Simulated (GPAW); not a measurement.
Input of a GPAW 26.7.0 run:

File run.py:

```python
import numpy as np
from ase.dft.bandgap import bandgap
from ase.io import read, write
from ase.units import GPa
from gpaw import GPAW, PW
from gpaw.spinorbit import soc_eigenstates

atoms = read('CdS.cif')

calc = GPAW(mode=PW(600),
            xc='LDA',
            kpts={'size': (5, 5, 3), 'gamma': True},
            occupations={'name': 'fermi-dirac', 'width': 0.05},
            nbands=31,
            convergence={'density': 1e-05, 'energy': 1e-05},
            maxiter=150,
            txt='gpaw.txt')
atoms.calc = calc
energy = atoms.get_potential_energy()
forces = atoms.get_forces()
stress = atoms.get_stress()
calc.write('gs.gpw')
write('result.traj', atoms)
print(f'Energy: {energy:.6f} eV')
print('Forces (eV/A):')
print(forces.round(4))
print('Stress (GPa):', (stress / GPa).round(3))
print('Fermi level:', round(calc.get_fermi_level(), 4), 'eV')
print(f'Gap: {bandgap(calc)[0]:.4f} eV, direct: {bandgap(calc, direct=True)[0]:.4f} eV')

path = atoms.cell.bandpath('GMKGALHA,LM,KH', npoints=80, eps=1e-4)
bs_calc = calc.fixed_density(kpts=path, symmetry='off', nbands=51,
                             convergence={'bands': 'CBM+6.0', 'eigenstates': 1e-6}, txt='bands.txt')
bs = bs_calc.band_structure()
bs.write('bs.json')
print(f'Gap on the path: {bandgap(bs_calc)[0]:.4f} eV')

soc = soc_eigenstates(bs_calc, theta=0, phi=0)
np.savetxt('soc_bands.dat', soc.eigenvalues(), fmt='%.4f')
mesh = soc_eigenstates('gs.gpw', theta=0, phi=0)
np.savetxt('soc_mesh.dat', mesh.eigenvalues(), fmt='%.4f')
print('Fermi level with spin-orbit coupling:', round(mesh.fermi_level, 4), 'eV')
```

File CdS.cif:

```cif
data_CdS
_cell_length_a 4.15000000
_cell_length_b 4.15000000
_cell_length_c 6.73700000
_cell_angle_alpha 90.00000000
_cell_angle_beta 90.00000000
_cell_angle_gamma 120.00000000
_space_group_name_H-M_alt 'P1'
_space_group_name_Hall 'P 1'
_space_group_IT_number 1
loop_
_space_group_symop_operation_xyz
'x,y,z'
loop_
_atom_site_label
_atom_site_type_symbol
_atom_site_symmetry_multiplicity
_atom_site_Wyckoff_symbol
_atom_site_fract_x
_atom_site_fract_y
_atom_site_fract_z
_atom_site_occupancy
Cd1 Cd 1 a 0.6666666667 0.3333333333 0.5000000000 1
Cd2 Cd 1 a 0.3333333333 0.6666666667 0.0000000000 1
S1 S 1 a 0.6666666667 0.3333333333 0.8750000000 1
S2 S 1 a 0.3333333333 0.6666666667 0.3750000000 1
```

Potentials or basis: the program's PAW data sets (release 1.2.1) made for this functional, pw.

Launch:

```sh
$ OMP_NUM_THREADS=1 python run.py
```

Predict the band gap along the path.

0.87 eV, direct.

Estimate the pressure.

-3.3 GPa.

What does it give for the largest force?

0.058 eV/Å.

Levels at the corners of the path, in eV from the valence-band top:
| point | band 33 | band 34 | band 35 | band 36 | band 37 | band 38 | band 39 | band 40 |
| --- | --- | --- | --- | --- | --- | --- | --- | --- |
| Γ | -0.02 | -0.02 | 0.00 | 0.00 | 0.87 | 0.87 | 2.50 | 2.50 |
| M | -1.35 | -1.35 | -0.77 | -0.77 | 3.45 | 3.45 | 3.63 | 3.63 |
| K | -1.90 | -1.87 | -1.66 | -1.66 | 4.39 | 4.39 | 4.83 | 4.86 |
| Γ | -0.02 | -0.02 | 0.00 | 0.00 | 0.87 | 0.87 | 2.50 | 2.50 |
| A | -0.40 | -0.40 | -0.40 | -0.40 | 2.56 | 2.56 | 2.56 | 2.56 |
| L | -1.36 | -1.36 | -1.36 | -1.36 | 3.20 | 3.20 | 3.20 | 3.20 |
| H | -1.16 | -1.16 | -1.15 | -1.15 | 4.11 | 4.11 | 4.16 | 4.16 |
| A | -0.40 | -0.40 | -0.40 | -0.40 | 2.56 | 2.56 | 2.56 | 2.56 |
| L | -1.36 | -1.36 | -1.36 | -1.36 | 3.20 | 3.20 | 3.20 | 3.20 |
| M | -1.35 | -1.35 | -0.77 | -0.77 | 3.45 | 3.45 | 3.63 | 3.63 |
| K | -1.90 | -1.87 | -1.66 | -1.66 | 4.39 | 4.39 | 4.83 | 4.86 |
| H | -1.16 | -1.16 | -1.15 | -1.15 | 4.11 | 4.11 | 4.16 | 4.16 |

Caveat: spin-orbit coupling was added after a scalar SCF, so levels and gaps hold it while energy, forces, pressure and moments don't; this program's spin-orbit splittings come out too wide for heavy elements.

**The experiment to reproduce.**

From “Isotope dependence of band-gap energy”, 2008, arxiv:0807.2152, for a bulk crystal of CdS: band gap 2.5809 ± 0.0002 eV.

Against the measured gap of CdS, 2.5809 eV (quoted in “Isotope dependence of band-gap energy”, 2008, arxiv:0807.2152), the calculated 0.87 eV is off by -1.71 eV. So large a miss can be the level of theory's own, or it may mean another phase, state or a wrong row. The value is that of LDA, without temperature or zero-point motion. Semilocal functionals fall short of measured gaps as a rule.
